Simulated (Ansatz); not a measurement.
A crystal relaxed with r2SCAN in the plane-wave code Ansatz has space group Fm-3m (No. 225) and a = 4.573 Å.

| atom | site | x | y | z |
| --- | --- | --- | --- | --- |
| Li | 8c | 0.2500 | 0.7500 | 0.7500 |
| Xx | 4a | 0.0000 | 0.0000 | 0.0000 |

The r2SCAN gap is indirect, 5.77 eV (Γ to X), below the direct gap of 6.20 eV at Γ. HSE06 gives an indirect gap of 6.65 eV, from Γ to X; the least direct gap is 7.16 eV at Γ. PBE gives an indirect gap of 5.05 eV, from Γ to X; the least direct gap is 5.49 eV at Γ. Meshes: r2SCAN 10×10×10, HSE06 6×6×6, PBE 10×10×10. r2SCAN's ε∞ is 2.7 in all directions.

Question: Which element is Xx?
A. Te
B. O
C. S
D. Se

Answer: B. Xx is O: Li2O (started from an entry of an open crystallographic database). Li has 4 O at 1.98 Å; O has 8 Li at 1.98 Å.

(Simulation; spin polarisation is off.)

The meshes of the hybrids are coarse, so their gaps aren't converged to the digits shown.
